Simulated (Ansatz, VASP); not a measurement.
**One calculation of CaF3, two programs**

File INCAR:

```
SYSTEM = CaF3
PREC = Accurate
ENCUT = 520
EDIFF = 1E-7
ISMEAR = -1
SIGMA = 0.05
LREAL = .False.
LASPH = .True.
NELM = 60
ALGO = Normal
ISIF = 2
LWAVE = .False.
LCHARG = .False.
GGA = PS
NBANDS = 24
```

KPOINTS

```
regular mesh
0
Gamma
  10 10 10
  0 0 0
```

Contents of POSCAR:

```
CaF3
1.0
   -1.8737361910      1.8737361910      3.1791278905
    1.8737361910     -1.8737361910      3.1791278905
    1.8737361910      1.8737361910     -3.1791278905
Ca F
1 3
Direct
    0.0000000000      0.0000000000      0.0000000000
    0.5000000000      0.5000000000      0.0000000000
    0.2500000000      0.7500000000      0.5000000000
    0.7500000000      0.2500000000      0.5000000000
```

Contents of input.yaml:

```yaml
crystal:
  lattice:
    - [-1.873736191, 1.873736191, 3.1791278905]
    - [1.873736191, -1.873736191, 3.1791278905]
    - [1.873736191, 1.873736191, -3.1791278905]
  atoms:
    - { symbol: Ca, position: [0.0, 0.0, 0.0] }
    - { symbol: F, position: [0.5, 0.5, 0.0] }
    - { symbol: F, position: [0.25, 0.75, 0.5] }
    - { symbol: F, position: [0.75, 0.25, 0.5] }
hamiltonian:
  xc: pbesol
  pseudopotentials: { kind: paw }
kpoints:
  mp_grid: { grid: [10, 10, 10] }
scf:
  occupations: { method: fermi_dirac, width: 0.05 }
output:
  forces: true
  stress: true
  eigenvalues: true
```

Change from the starting cell: volume scaled by 0.96.

Alike in both runs: task single point; functional PBEsol; k mesh 10 × 10 × 10; occupations fermi-dirac, width 0.05 eV; no spin polarisation.

|  | VASP | Ansatz |
| --- | --- | --- |
| version | VASP 6.6.1 | Ansatz 0.2.0 |
| potentials or method | VASP PAW PBE potentials, release 64 (Ca_sv, F) | Ansatz PAW |
| plane-wave cutoff (eV) | 520 | 420 |
| valence electrons in the cell | 31 | 31 |

VASP gave:

* gap on the k mesh at the Fermi level (eV): none
* pressure (GPa): -0.5
* largest component of the traceless stress (GPa): 0.62

Question: Which values does Ansatz return?

Answer: gap on the k mesh at the Fermi level (eV): none; pressure (GPa): -0.5; largest component of the traceless stress (GPa): 0.64.

A gap of «none» marks a metal or a gap that the smearing closes. The functional is the same, so the differences come from potentials, cutoffs and numerics.

Caveats: an odd number of electrons without spin polarisation forces a metal; a magnetic or distorted state may lie lower; the PAW data sets were made with another functional, which shifts forces and pressure a little (VASP); the pressure holds a Pulay correction of +0.9 GPa for the finite cutoff (Ansatz); the PAW data sets come from PBE, with cores solved anew for the run's functional, which leaves a small shift of forces and pressure (Ansatz).
